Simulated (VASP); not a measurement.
# ZnSe (F-43m) in VASP: Born charges and dielectric tensor with LDA

Aim: the Born charges and dielectric tensor of ZnSe with LDA.

All numbers are computed with VASP 6.6.1; they aren't measurements. Logs are shortened: lines on timing, memory, paths and dates and some standing lists are left out, and cuts for length are marked.

**What was measured.**

“Alloy Disordering Effects on the Thermal Conductivity and Energy Gap Temperature Dependence of Cd1−xZnxSe Ternary Crystals Grown by the Bridgman Method”, 2023, pmc:10253836 reports, for a bulk crystal of ZnSe at 300 K: band gap 2.695 ± 0.003 eV (an exciton energy, a little under the gap).

From a printed reference work, textbook, for a bulk crystal of ZnSe: high-frequency dielectric constant 5.9.

The results are compared with them further down.

**1. The structure**

Symmetry: F-43m, No. 216, cubic system. Conventional cell: a = 5.576 Å, b = 5.576 Å, c = 5.576 Å, α = 90.00°, β = 90.00°, γ = 90.00°. Zn (site symmetry -43m) is surrounded by 4 Se at 2.41 Å. Se (site symmetry -43m) is surrounded by 4 Zn at 2.41 Å.

The cell is a database's computed one.

**2. Born charges and dielectric tensor, LDA**

INCAR

```
SYSTEM = ZnSe
  PREC = Accurate
  ENCUT = 600
  EDIFF = 1E-8
  ISMEAR = 0
  SIGMA = 0.02
  LREAL = .False.
  LASPH = .True.
  NELM = 60
  ALGO = Normal
  ISIF = 2
  LWAVE = .False.
  LCHARG = .False.
  LEPSILON = .True.
  IBRION = 8
  NSW = 1
```

KPOINTS

```
Automatic mesh
0
Gamma
  8 8 8
  0 0 0
```

POSCAR

```
ZnSe
1.0
    0.0000000000      2.7880600000      2.7880600000
    2.7880600000      0.0000000000      2.7880600000
    2.7880600000      2.7880600000      0.0000000000
Zn Se
1 1
Direct
    0.0000000000      0.0000000000      0.0000000000
    0.2500000000      0.2500000000      0.2500000000
```

Potentials or basis: VASP PAW LDA potentials, release 64 (Zn, Se).

On the command line:

```console
cat potpaw_LDA.64/Zn/POTCAR potpaw_LDA.64/Se/POTCAR > POTCAR
mpirun -np 1 vasp_std > vasp.out
```

OUTCAR:

```text
SYSTEM = ZnSe
   PREC = Accurate
   ENCUT = 600
   EDIFF = 1E-8
   ISMEAR = 0
   LREAL = .False.
   LASPH = .True.
   NELM = 60
   ISIF = 2
   LEPSILON = .True.
   IBRION = 8
   NSW = 1

 ion  position               nearest neighbor table
   1  0.000  0.000  0.000-   2 2.41   2 2.41   2 2.41   2 2.41
   2  0.250  0.250  0.250-   1 2.41   1 2.41   1 2.41   1 2.41

  LATTYP: Found a face centered cubic cell.
 ALAT       =     5.5761200000

  Lattice vectors:

 A1 = (   0.0000000000,   2.7880600000,   2.7880600000)
 A2 = (   2.7880600000,   0.0000000000,   2.7880600000)
 A3 = (   2.7880600000,   2.7880600000,   0.0000000000)

Analysis of symmetry for initial positions (statically):
=====================================================================
 Subroutine PRICEL returns:
 Original cell was already a primitive cell.

 Routine SETGRP: Setting up the symmetry group for a
 face centered cubic supercell.

 Subroutine GETGRP returns: Found 24 space group operations
 (whereof 24 operations were pure point group operations)
 out of a pool of 48 trial point group operations.

The static configuration has the point symmetry T_d .

Analysis of symmetry for dynamics (positions and initial velocities):
=====================================================================
 Subroutine PRICEL returns:
 Original cell was already a primitive cell.

 Routine SETGRP: Setting up the symmetry group for a
 face centered cubic supercell.

 Subroutine GETGRP returns: Found 24 space group operations
 (whereof 24 operations were pure point group operations)
 out of a pool of 48 trial point group operations.

The dynamic configuration has the point symmetry T_d .

 Subroutine INISYM returns: Found 24 space group operations
 (whereof 24 operations are pure point group operations),
 and found     1 'primitive' translations

----------------------------------------------------------------------------------------

                                     Primitive cell

  volume of cell :      43.3447

  direct lattice vectors                    reciprocal lattice vectors
     0.000000000  2.788060000  2.788060000    -0.179336169  0.179336169  0.179336169
     2.788060000  0.000000000  2.788060000     0.179336169 -0.179336169  0.179336169
     2.788060000  2.788060000  0.000000000     0.179336169  0.179336169 -0.179336169

  length of vectors
     3.942912265  3.942912265  3.942912265     0.310619357  0.310619357  0.310619357

  position of ions in fractional coordinates (direct lattice)
     0.000000000  0.000000000  0.000000000
     0.250000000  0.250000000  0.250000000

  ion indices of the primitive-cell ions
   primitive index   ion index
                 1           1
                 2           2

----------------------------------------------------------------------------------------

 KPOINTS: Automatic mesh

Automatic generation of k-mesh.
 Grid dimensions read from file:
 generate k-points for:    8    8    8

 Generating k-lattice:

  Cartesian coordinates                     Fractional coordinates (reciprocal lattice)
    -0.022417021  0.022417021  0.022417021     0.125000000  0.000000000  0.000000000
[... 534 lines left out ...]
  ---------------------------------------------------
  free energy    TOTEN  =        -0.89742536 eV

  energy without entropy =       -0.89742536

------------------------ aborting loop because EDIFF is reached ----------------------------------------

--------------------------------------- Ionic step        2  -------------------------------------------

------------------------ aborting loop because EDIFF is reached ----------------------------------------

--------------------------------------- Ionic step        3  -------------------------------------------

------------------------ aborting loop because EDIFF is reached ----------------------------------------

 PIEZOELECTRIC TENSOR FIELD DIRECTION 3  (e Angst)
 -----------------------------------------------------------------------------
    -0.00022 -1.88551  0.00000           (  0.00000  0.03362  0.00000)
    -1.88551 -0.00022  0.00000           (  0.03362  0.00000  0.00000)
     0.00000  0.00000 -0.00121           (  0.00000  0.00000 -0.00000)

 PIEZOELECTRIC TENSOR FIELD DIRECTION 3  (C/m^2)
 -----------------------------------------------------------------------------
    -0.00008 -0.69695  0.00000
    -0.69695 -0.00008  0.00000
     0.00000  0.00000 -0.00045

--------------------------------------- Ionic step        4  -------------------------------------------

------------------------ aborting loop because EDIFF is reached ----------------------------------------

[... ionic steps 5 to 6 ...]

--------------------------------------- Ionic step        7  -------------------------------------------

 Free energy of the ion-electron system (eV)
  ---------------------------------------------------
  ---------------------------------------------------
  free energy    TOTEN  =        -0.08242978 eV

  energy without entropy =       -0.08242978

------------------------ aborting loop because EDIFF is reached ----------------------------------------

 INTERNAL STRAIN TENSOR  FOR ION    2  DIRECTION 1   (eV/Angst):
 -----------------------------------------------------------------------------
     0.00837  0.00000  0.00000
     0.00000  0.00181 -6.11462
     0.00000 -6.11462  0.00181

 MACROSCOPIC STATIC DIELECTRIC TENSOR (including local field effects in DFT)
 ------------------------------------------------------
           8.107581    -0.000000    -0.000000
          -0.000000     8.107581     0.000000
          -0.000000     0.000000     8.107581
 ------------------------------------------------------

 PIEZOELECTRIC TENSOR (including local field effects)  for field in x, y, z        (e  Angst)
          XX          YY          ZZ          XY          YZ          ZX
  --------------------------------------------------------------------------------
  x     0.00000     0.00000     0.00000     0.00000    -1.90212     0.00000
  y     0.00000     0.00000     0.00000     0.00000    -0.00000    -1.90212
  z    -0.00000     0.00000    -0.00000    -1.90212     0.00000    -0.00000

 PIEZOELECTRIC TENSOR (including local field effects)  for field in x, y, z        (C/m^2)
          XX          YY          ZZ          XY          YZ          ZX
  --------------------------------------------------------------------------------
  x     0.00000     0.00000     0.00000     0.00000    -0.70309     0.00000
  y     0.00000     0.00000     0.00000     0.00000    -0.00000    -0.70309
  z    -0.00000     0.00000    -0.00000    -0.70309     0.00000    -0.00000

 BORN EFFECTIVE CHARGES (including local field effects) (in |e|, cummulative output)
 ---------------------------------------------------------------------------------
 ion    1
    1     2.01264     0.00000     0.00000
    2     0.00000     2.01264     0.00000
    3     0.00000     0.00000     2.01264
 ion    2
    1    -2.01264     0.00000     0.00000
    2     0.00000    -2.01264     0.00000
    3     0.00000     0.00000    -2.01264

 INTERNAL STRAIN TENSOR FOR ION    2 for displacements in x,y,z  (eV/Angst):
          X           Y           Z          XY          YZ          ZX
  --------------------------------------------------------------------------------
  x     0.00000     0.00000     0.00000     0.00000    -6.11462     0.00000
  y     0.00000     0.00000     0.00000     0.00000     0.00000    -6.11462
  z     0.00000     0.00000     0.00000    -6.11462     0.00000     0.00000

 SECOND DERIVATIVES (NOT SYMMETRIZED)
 ------------------------------------
               1X          1Y          1Z          2X          2Y          2Z
  1X    -6.190508    0.000000    0.000000    6.190508    0.000000    0.000000
  1Y     0.000000   -6.190508    0.000000    0.000000    6.190508    0.000000
  1Z     0.000000    0.000000   -6.190508    0.000000    0.000000    6.190508
  2X     6.263343    0.000000    0.000000   -6.263343    0.000000    0.000000
  2Y     0.000000    6.263343    0.000000    0.000000   -6.263343    0.000000
  2Z     0.000000    0.000000    6.263343    0.000000    0.000000   -6.263343

 Eigenvectors and eigenvalues of the dynamical matrix
 ----------------------------------------------------

   1 f  =    6.521074 THz    40.973117 2PiTHz  217.519621 cm-1    26.968984 meV
             X         Y         Z           dx          dy          dz
      0.000000  0.000000  0.000000     0.000000   -0.737633    0.000000
      1.394030  1.394030  1.394030    -0.000000    0.675201   -0.000000
[... 21 lines left out ...]
   6 f/i=    0.018995 THz     0.119348 2PiTHz    0.633601 cm-1     0.078556 meV
             X         Y         Z           dx          dy          dz
      0.000000  0.000000  0.000000    -0.055921   -0.036698   -0.671880
      1.394030  1.394030  1.394030    -0.061092   -0.040092   -0.734005

--------------------------------------------------------------------------------------------------------

 MACROSCOPIC STATIC DIELECTRIC TENSOR IONIC CONTRIBUTION
 ------------------------------------------------------
           2.715700     0.000000     0.000000
           0.000000     2.715700    -0.000000
           0.000000    -0.000000     2.715700
 ------------------------------------------------------

 ELASTIC MODULI CONTR FROM IONIC RELAXATION (kBar)
 Direction    XX          YY          ZZ          XY          YZ          ZX
 --------------------------------------------------------------------------------
 XX          -0.0000      0.0000      0.0000     -0.0000      0.0000     -0.0000
 YY           0.0000     -0.0000     -0.0000     -0.0000     -0.0000      0.0000
 ZZ           0.0000     -0.0000     -0.0000      0.0000     -0.0000     -0.0000
 XY          -0.0000     -0.0000      0.0000   -222.1609     -0.0000      0.0000
 YZ           0.0000     -0.0000     -0.0000     -0.0000   -222.1609     -0.0000
 ZX          -0.0000      0.0000     -0.0000      0.0000     -0.0000   -222.1609
 --------------------------------------------------------------------------------

 PIEZOELECTRIC TENSOR IONIC CONTR  for field in x, y, z        (C/m^2)
          XX          YY          ZZ          XY          YZ          ZX
  --------------------------------------------------------------------------------
  x    -0.00000     0.00000     0.00000     0.00000     0.73088     0.00000
  y     0.00000    -0.00000     0.00000    -0.00000     0.00000     0.73088
  z     0.00000     0.00000    -0.00000     0.73088     0.00000    -0.00000
```

Wall time 6.2 min (1 thread of Intel Xeon Platinum 8259CL at 2.50GHz (Skylake/Cascade Lake), shared host); peak memory 0.31 GiB.

Results:

* Band gap on the k mesh: 1.27 eV, direct
* Electronic dielectric tensor (diagonal): 8.11
* Born charges (mean of the diagonal): Zn +2.01; Se -2.01 e
* Highest phonon frequency at Γ, LO-TO splitting left out: 218 cm⁻¹

Levels at points of the mesh, in eV from the valence-band top:
```
           k point  band 5  band 6  band 7  band 8  band 9  band 10  band 11  band 12  band 13
(0.00, 0.00, 0.00)   -6.46   -6.46    0.00    0.00    0.00     1.27     5.69     5.69     5.69
(0.50, 0.00, 0.00)   -6.44   -6.29   -5.61   -0.95   -0.95     2.46     6.27     6.27     8.48
(0.50, 0.50, 0.00)   -6.41   -6.26   -5.05   -2.38   -2.38     2.70     3.32    10.89    11.43
```

Phonon frequencies in cm⁻¹ (negative: imaginary):
```csv
q point,frequencies
"(0.000, 0.000, 0.000)",-1 -1 -1 218 218 218
```

Electronic dielectric tensor:
```
8.11 0.00 0.00
0.00 8.11 0.00
0.00 0.00 8.11
```

Born effective charge tensors (e):
atom 1, Zn
```
2.01 0.00 0.00
0.00 2.01 0.00
0.00 0.00 2.01
```
atom 2, Se
```
-2.01  0.00  0.00
 0.00 -2.01  0.00
 0.00  0.00 -2.01
```

**3. Against experiment**

Step 2. A measured gap of ZnSe is 2.695 eV (an exciton energy, a little under the gap; 300 K; “Alloy Disordering Effects on the Thermal Conductivity and Energy Gap Temperature Dependence of Cd1−xZnxSe Ternary Crystals Grown by the Bridgman Method”, 2023, pmc:10253836); the calculated 1.27 eV misses it by -1.42 eV. So large a miss can be the level of theory's own, or it may mean another phase, state or a wrong row. Spin-orbit coupling on Se is left out. The value is that of LDA, without temperature or zero-point motion. Semilocal functionals fall short of measured gaps as a rule. The cell is a database's relaxed one, not the measured one, which moves gaps too. A measured high-frequency dielectric constant of ZnSe is 5.9 (a printed reference work, textbook); the calculated 8.11 misses it by +37.4 %. So large a miss can be the level of theory's own, or it may mean another phase, state or a wrong row.
